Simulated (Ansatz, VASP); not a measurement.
KCl (Sylvite) in VASP and in Ansatz

```
K Cl
1.0
     0.00000    3.14647    3.14647
     3.14647    0.00000    3.14647
     3.14647    3.14647    0.00000
K Cl
1 1
Direct
  0.00000 0.00000 0.00000
  0.50000 0.50000 0.50000
```

Alike in both runs: task single point; functional PBE; k mesh 7 × 7 × 7; occupations fermi-dirac, width 0.05 eV; no spin polarisation.

|  | VASP | Ansatz |
| --- | --- | --- |
| version | VASP 6.6.1 | Ansatz 0.2.0 |
| potentials or method | VASP PAW PBE potentials, release 64 (K_sv, Cl) | Ansatz PAW |
| plane-wave cutoff (eV) | 520 | 420 |
| valence electrons in the cell | 16 | 16 |

```csv
,VASP,Ansatz,Ansatz less VASP
gap on the k mesh at the Fermi level (eV),5.19,5.19,+0.002
least direct gap on the mesh (eV),5.19,5.19,+0.002
pressure (GPa),0.8,0.8,-0.02
```

The functional is the same, so the differences come from potentials, cutoffs and numerics.

Caveats: an odd mesh through Γ misses points on the zone boundary, where band edges often lie (VASP); odd divisions of the mesh miss points on the zone boundary, where band edges often lie, so the gap on the mesh can be too wide (Ansatz). As with any semilocal functional, this PBE gap is likely too small.
